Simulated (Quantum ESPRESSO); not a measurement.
# CO2 under changes of volume

One of the cells (7.836 Å³/atom); the others are scaled copies at fixed shape and fractional positions:

```
O C
1.0
    -1.97473    1.97473    3.01406
     1.97473   -1.97473    3.01406
     1.97473    1.97473   -3.01406
O C
4 2
Direct
  0.87500 0.95980 0.58480
  0.37500 0.29020 0.41520
  0.04020 0.62500 0.91520
  0.70980 0.12500 0.08480
  0.00000 0.00000 0.00000
  0.75000 0.25000 0.50000
```

The cell comes from a database or a generator and needn't be the stable form of this composition.

* Program: Quantum ESPRESSO 7.5
* Functional: PBEsol
* Potentials or basis: GBRV 1.5 PBEsol
* Cutoff: 612 eV
* Density cutoff: 4898 eV
* k mesh: 9 × 9 × 9
* Occupations: fermi-dirac, width 0.05 eV
* Spin: no spin polarisation

| volume (Å³/atom) | energy over the lowest point (meV/atom) | pressure (GPa) | gap on the mesh (eV) | largest force (eV/Å) |
| --- | --- | --- | --- | --- |
| 7.366 | 12.34 | 12.4 | 7.82 | 0.821 |
| 7.522 | 3.09 | 5.8 | 7.75 | 0.479 |
| 7.679 | 0.00 | -0.1 | 7.67 | 0.165 |
| 7.836 | 2.42 | -5.5 | 7.58 | 0.125 |
| 7.992 | 9.81 | -10.3 | 7.49 | 0.393 |
| 8.149 | 21.66 | -14.5 | 7.41 | 0.640 |
| 8.306 | ? | ? | ? | ? |

What does the run at 8.306 Å³/atom give?

Energy over the lowest point 37.52 meV/atom; pressure -18.4 GPa; gap on the mesh 7.31 eV; largest force 0.867 eV/Å.

Worked out: A Birch-Murnaghan fit of order 3 (a polynomial in V^(-2/3)) to the other rows has its minimum at 7.69 Å³/atom with B0 = V·E''(V) = 276 GPa and B' = 4.4 at fixed shape and positions, which overstates the stiffness. It gives 37.52 meV/atom at 8.306 Å³/atom, against the run's 37.52, and -dE/dV = -18.1 GPa, against -18.4. A parabola through the other rows of the gap, of slope -4.97 eV per unit of ln V there, extrapolates to 7.31 eV, against the run's 7.31.

Energies are extrapolated to zero smearing.

Caveats: an odd mesh through Γ misses points on the zone boundary, where band edges often lie.
